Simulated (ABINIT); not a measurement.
Runs of ABINIT 10.8.3 (patched build) on Pt. Symmetry: P6_3/mmc, No. 194, hexagonal system. Conventional cell: a = 2.761 Å, b = 2.761 Å, c = 4.792 Å, α = 90.00°, β = 90.00°, γ = 120.00°. Pt (site symmetry -6m2) is surrounded by 12 Pt at 2.76 to 2.88 Å. This isn't the form of Pt at room conditions, which is fcc.

```tsv
level	dispersion computed by	gap on the mesh (eV)	pressure (GPa)	relaxed volume (Å³/atom)
PBE+D3(BJ)	simple-dftd3 1.7.0	none	0.0	15.31
PBE+D4	dftd4 4.3.1	none	0.1	15.37
PBE+D3	simple-dftd3 1.7.0	none	0.0	(a)
PBE	-	none	-0.1	15.82
```

Alike in all rows: task relaxation of cell and atoms; potentials or basis JTH PAW PBE v2.0; no spin polarisation; cell relaxed; k mesh 11 × 11 × 6; cutoff (eV) 435; smearing fermi-dirac 0.05 eV.

**Question.** Fill in the values left out.

**Answer.** (a) 15.22.

Caveats: pairwise dispersion overbinds metals, which lowers pressure and volume (some runs).

A k mesh can miss the band edges, and the runs leave out spin-orbit coupling on Pt.

A gap of «none» marks a metal or a gap under the smearing width.
